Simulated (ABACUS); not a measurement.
Crystal: MgSe.

```
CELL_PARAMETERS angstrom
0.00000 2.72550 2.72550
2.72550 0.00000 2.72550
2.72550 2.72550 0.00000
ATOMIC_POSITIONS crystal
Se 0.50000 0.50000 0.50000
Mg 0.00000 0.00000 0.00000
```

* Program: ABACUS 3.10.1
* Task: single point
* Functional: PBEsol
* Potentials or basis: PseudoDojo NC SR 0.4.1 PBEsol standard
* Cutoff: 1184 eV
* Density cutoff: 4735 eV
* Basis: plane waves
* k mesh: 8 × 8 × 8
* Occupations: fermi-dirac, width 0.05 eV
* Spin: no spin polarisation

On this cell: pressure 0.0 GPa; largest force zero by symmetry; band gap on the k mesh 1.77 eV, indirect (least direct gap 2.50 eV).

The same run follows on a disturbed copy (atoms moved at random, drawn with an rms of 0.05 Å):

```
Se Mg
1.0
     0.00000    2.72550    2.72550
     2.72550    0.00000    2.72550
     2.72550    2.72550    0.00000
Se Mg
1 1
Cartesian
  2.7313 2.6832 2.7022
  -0.0481 -0.0144 -0.0162
```

Task: What changes?

Result: The energy moves by +2.4 meV/atom; pressure 0.1 GPa; largest force 0.163 eV/Å; band gap on the k mesh 1.77 eV, indirect (least direct gap 2.49 eV).

Forces on the atoms (eV/Å):
```
Se  -0.145  0.074  0.019
Mg   0.145 -0.074 -0.019
```

Stress tensor (GPa, compression positive):
```
 0.24  0.02  0.00
 0.02  0.03  0.00
 0.00  0.00 -0.04
```

A k mesh can miss the band edges.
